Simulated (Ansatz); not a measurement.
# Ge16N: the cost of one run

All numbers below are computed with Ansatz 0.2.0 (DFT PBE, plane waves, PAW, scalar-relativistic, no spin polarisation).

## Step 1: The structure to begin with

The cell holds 17 atoms (Ge16N): a = 8.004 Å, b = 8.004 Å, c = 8.004 Å, α = 60.00°, β = 60.00°, γ = 60.00°.

Its coordinates follow in the input file.

## Step 2: Preparing the start

input.yaml reads:

```yaml
accuracy: low
crystal:
  lattice:
    - [0.0, 5.66, 5.66]
    - [5.66, 0.0, 5.66]
    - [5.66, 5.66, 0.0]
  atoms:
    - { symbol: Ge, position: [0.0, 0.0, 0.0] }
    - { symbol: Ge, position: [0.125, 0.125, 0.125] }
    - { symbol: Ge, position: [0.0, 0.0, 0.5] }
    - { symbol: Ge, position: [0.125, 0.125, 0.625] }
    - { symbol: Ge, position: [0.0, 0.5, 0.0] }
    - { symbol: Ge, position: [0.125, 0.625, 0.125] }
    - { symbol: Ge, position: [0.0, 0.5, 0.5] }
    - { symbol: Ge, position: [0.125, 0.625, 0.625] }
    - { symbol: Ge, position: [0.5, 0.0, 0.0] }
    - { symbol: Ge, position: [0.625, 0.125, 0.125] }
    - { symbol: Ge, position: [0.5, 0.0, 0.5] }
    - { symbol: Ge, position: [0.625, 0.125, 0.625] }
    - { symbol: Ge, position: [0.5, 0.5, 0.0] }
    - { symbol: Ge, position: [0.625, 0.625, 0.125] }
    - { symbol: Ge, position: [0.5, 0.5, 0.5] }
    - { symbol: Ge, position: [0.625, 0.625, 0.625] }
    - { symbol: "N", position: [0.8802234, 0.876274, 0.3718939] }
basis:
  ecutwfc: 420.0
kpoints:
  mp_grid: { grid: [2, 2, 2] }
hamiltonian:
  xc: pbe
  pseudopotentials: { kind: paw, azcp: { folder: soft_1 } }
scf:
  occupations: { method: fermi_dirac, width: 0.05 }
  lower_state_search: "off"
relax:
  f_tol: 0.08
  max_steps: 25
  adjacent_minimum: "off"
```

The run is started by

```console
> ansatz run input.yaml --threads 2 --pin off --max-ram 5120MiB --backend cpu --events-out ev --progress --plain --runs-dir out
```

**Question.** How long does this run take on 2 threads of Arm Neoverse V1, shared host, and how much memory does it need?

About 2.1 min, with a peak of 0.99 GiB.
